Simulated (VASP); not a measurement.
Wanted: the native input for a VASP 6.6.1 run.

```yaml
Task: single point
Functional: TB-mBJ
Potentials_or_basis: VASP PAW PBE potentials, release 64 (Ge_d)
Cutoff: 520 eV
k_mesh: 8 × 8 × 8
Occupations: gaussian, width 0.02 eV
Spin: non-collinear spin, zero start, spin-orbit coupling
Starting_moments: "[[0.0, 0.0, 0.0], [0.0, 0.0, 0.0]] μB"
Further_INCAR_settings: ALGO = Normal; EDIFF = 1e-07
```

The system is Ge.

```
Ge
1.0
     0.00000    2.79038    2.97045
     2.79038    0.00000    2.97045
     2.79038    2.79038    0.00000
Ge
2
Direct
  0.00000 0.00000 0.00000
  0.25000 0.25000 0.25000
```

The input as run:

POSCAR

```
Ge
1.0
    0.0000000000      2.7903841500      2.9704500000
    2.7903841500      0.0000000000      2.9704500000
    2.7903841500      2.7903841500      0.0000000000
Ge
2
Direct
    0.0000000000      0.0000000000      0.0000000000
    0.2500000000      0.2500000000      0.2500000000
```

INCAR.step1

```
SYSTEM = Ge
ALGO = Normal ; EDIFF = 1E-5
ENCUT = 520 ; GGA = PE
GGA_COMPAT = .FALSE. ; ISIF = 2
ISMEAR = 0 ; LASPH = .TRUE.
LCHARG = .FALSE. ; LORBIT = 11
LREAL = .FALSE. ; LSORBIT = .TRUE.
LWAVE = .TRUE. ; MAGMOM = 0 0 0 0 0 0
NELM = 100 ; PREC = Accurate
SIGMA = 0.02
```

INCAR.step2

```
SYSTEM = Ge
ALGO = Normal ; EDIFF = 1E-7
ENCUT = 520 ; GGA_COMPAT = .FALSE.
ISIF = 2 ; ISMEAR = 0
ISTART = 1 ; LASPH = .TRUE.
LCHARG = .FALSE. ; LORBIT = 11
LREAL = .FALSE. ; LSORBIT = .TRUE.
LWAVE = .FALSE. ; MAGMOM = 0 0 0 0 0 0
METAGGA = MBJ ; NELM = 100
PREC = Accurate ; SIGMA = 0.02
```

KPOINTS

```
k-points
0
G
  8 8 8
  0 0 0
```

Potentials or basis: VASP PAW PBE potentials, release 64 (Ge_d).

The run is started by

```bash
$ cat potpaw_PBE.64/Ge_d/POTCAR > POTCAR
$ cp INCAR.step1 INCAR
$ mpirun -np 1 vasp_ncl > vasp.out
$ cp INCAR.step2 INCAR
$ mpirun -np 1 vasp_ncl > vasp.out
```

It gave:

- Net moment: 0.00 μB per cell
- Valence electrons inside the program's atomic spheres: Ge 12.24

Wall time 13 min on 1 thread of Intel(R) Xeon(R) Platinum 8259CL CPU @ 2.50GHz (Skylake/Cascade Lake), with other jobs on the host, peak memory 0.39 GiB.
